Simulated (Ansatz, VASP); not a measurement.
**Two plane-wave programs on Al**

```
Al
1.0
     0.00000    2.05563    2.05563
     2.05563    0.00000    2.05563
     2.05563    2.05563    0.00000
Al
1
Direct
  0.00000 0.00000 0.00000
```

Alike in both runs: functional BLYP; k mesh 13 × 13 × 13; occupations fermi-dirac, width 0.1 eV; no spin polarisation.

Ansatz relaxed the structure, and its values are those at the end. VASP's run is a single point on that final structure, the one shown.

|  | VASP | Ansatz |
| --- | --- | --- |
| version | VASP 6.6.1 | Ansatz 0.2.0 |
| potentials or method | VASP PAW PBE potentials, release 64 (Al) | plane waves (420 eV) with PAW, scalar-relativistic |
| plane-wave cutoff (eV) | 520 | 420 |
| valence electrons in the cell | 3 | 3 |

VASP gave:

- pressure (GPa): 0.1

Question: What did Ansatz give for the same quantities?

Answer: Pressure (GPa): 0.0.

The functional is the same, so the differences come from potentials, cutoffs and numerics.

Caveats: the PAW data sets were made with another functional, which shifts forces and pressure a little (VASP).
